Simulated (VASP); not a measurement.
Input of a VASP 6.6.1 run:

Contents of POSCAR:

```
SnO2
1.0
    4.7603989575      0.0000000000      0.0000000000
    0.0000000000      4.7603989575      0.0000000000
    0.0000000000      0.0000000000      3.2006849465
Sn O
2 4
Direct
    0.5000000000      0.5000000000      0.5000000000
    0.0000000000      0.0000000000      0.0000000000
    0.1939085915      0.8060914085      0.5000000000
    0.8060914085      0.1939085915      0.5000000000
    0.3060914085      0.3060914085      0.0000000000
    0.6939085915      0.6939085915      0.0000000000
```

The input INCAR.step1:

```
SYSTEM = SnO2
PREC     = Accurate       ! precision mode
ENCUT    = 520            ! plane-wave cutoff, eV
ISMEAR   = 0              ! smearing method
SIGMA    = 0.02           ! smearing width, eV
LREAL    = .False.        ! projectors in reciprocal space
LASPH    = .True.         ! aspherical terms in the spheres
NELM     = 100            ! most SCF steps
NBANDS   = 35             ! bands
GGA      = PE             ! functional
ALGO     = Normal         ! electronic algorithm
EDIFF    = 1E-4           ! SCF threshold, eV
LWAVE    = .True.         ! write WAVECAR
LCHARG   = .False.        ! write CHGCAR
```

Contents of INCAR.step2:

```
SYSTEM = SnO2
PREC     = Accurate       ! precision mode
ENCUT    = 520            ! plane-wave cutoff, eV
EDIFF    = 1E-6           ! SCF threshold, eV
ISMEAR   = 0              ! smearing method
SIGMA    = 0.02           ! smearing width, eV
LREAL    = .False.        ! projectors in reciprocal space
LASPH    = .True.         ! aspherical terms in the spheres
NELM     = 100            ! most SCF steps
ALGO     = Normal         ! electronic algorithm
ISIF     = 2              ! what is computed and relaxed
LWAVE    = .False.        ! write WAVECAR
LCHARG   = .False.        ! write CHGCAR
METAGGA  = R2SCAN         ! meta-GGA
LMIXTAU  = .True.       
NBANDS   = 35             ! bands
ISTART   = 1
```

Contents of KPOINTS:

```
Automatic mesh
0
Gamma
  6 6 8
  0 0 0
```

Potentials or basis: VASP PAW PBE potentials, release 64 (Sn_d, O).

Command:

```sh
$ cat potpaw_PBE.64/Sn_d/POTCAR potpaw_PBE.64/O/POTCAR > POTCAR
$ cp INCAR.step1 INCAR
$ mpirun -np 1 vasp_std > vasp.out
$ cp INCAR.step2 INCAR
$ mpirun -np 1 vasp_std > vasp.out
```

**Question.** Predict the band gap on the k mesh.

**Answer.** 1.80 eV, direct.

**Question.** Predict the largest force.

**Answer.** 0.056 eV/Å.

**Question.** Estimate the pressure.

**Answer.** 1.1 GPa.

Forces on the atoms (eV/Å):
```
Sn   0.000  0.000  0.000
Sn   0.000  0.000  0.000
O    0.040 -0.040  0.000
O   -0.040  0.040  0.000
O   -0.040 -0.040  0.000
O    0.040  0.040  0.000
```

Caveat: the PAW data sets were made with another functional, which shifts forces and pressure a little; spin-orbit coupling is left out, which moves the levels of the heavy elements. r2SCAN opens gaps a little over a GGA but as a rule still falls short of measured ones.
